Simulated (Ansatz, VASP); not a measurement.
## Two plane-wave programs on TePb

```
CELL_PARAMETERS angstrom
4.10202 0.00000 0.00000
0.00000 4.10202 0.00000
0.00000 0.00000 4.10202
ATOMIC_POSITIONS crystal
Te 0.50000 0.50000 0.50000
Pb 0.00000 0.00000 0.00000
```

Alike in both runs: task single point; functional PBEsol; k mesh 10 × 10 × 10; occupations gaussian, width 0.1 eV; no spin polarisation.

|  | VASP | Ansatz |
| --- | --- | --- |
| version | VASP 6.6.1 | Ansatz 0.2.0 |
| potentials or method | VASP PAW PBE potentials, release 64 (Te, Pb_d) | scalar-relativistic, plane waves, PAW |
| plane-wave cutoff (eV) | 520 | 420 |
| valence electrons in the cell | 20 | 30 |

|  | VASP | Ansatz | Ansatz less VASP |
| --- | --- | --- | --- |
| gap on the k mesh at the Fermi level (eV) | none | none | - |
| pressure (GPa) | -5.1 | -5.0 | +0.05 |

A gap of «none» marks a metal or a gap that the smearing closes. The two sets of potentials don't hold the same shells in valence.

Caveats: the PAW data sets were made with another functional, which shifts forces and pressure a little (VASP). Spin-orbit coupling is left out, which matters for the levels of Pb, Te.
